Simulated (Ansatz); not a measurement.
AgO:

```xyz
2
Lattice="0.0000 2.4080 2.4080 2.4080 0.0000 2.4080 2.4080 2.4080 0.0000" Properties=species:S:1:pos:R:3 pbc="T T T"
Ag    0.0000    0.0000    0.0000
O     3.6120    3.6120    3.6120
```

* Program: Ansatz 0.2.0
* Task: relaxation of cell and atoms
* Functional: r2SCAN
* Potentials or basis: Ansatz PAW
* Cutoff: 500 eV (not typed: the program's choice for these potentials)
* k mesh: 10 × 10 × 10
* Occupations: fermi-dirac, width 0.05 eV
* Spin: no spin polarisation
* Hubbard terms: Ag d U = 2 eV

At the start: volume 13.96 Å³/atom.

Q: How do energy, volume and symmetry change on relaxing?

A: It ends after 5 steps and the volume is 15.70 Å³/atom (+12.5 %); space group F-43m (No. 216, to 0.05 Å).

The path:
```
step  energy change (eV)  largest force (eV/Å)  volume (Å³)
   1              0.0000                0.0000        27.93
   2             -0.1402                0.0000        30.46
   3             -0.1487                0.0000        31.21
   4             -0.1490                0.0000        31.41
   5             -0.1513                0.0000        31.41
```

Final structure:
```xyz
2
Lattice="0.0000 2.5042 2.5042 2.5042 0.0000 2.5042 2.5042 2.5042 0.0000" Properties=species:S:1:pos:R:3 pbc="T T T"
Ag    0.0000    0.0000    0.0000
O     3.7562    3.7562    3.7562
```

Caveat: the plane-wave basis is chosen anew once the cell has moved, so the energies of steps on either side of that aren't comparable; an odd number of electrons without spin polarisation forces a metal; a magnetic or distorted state may lie lower; U without spin polarisation on a metal has little footing; the PAW data sets come from PBE, with cores solved anew for the run's functional, which leaves a small shift of forces and pressure.
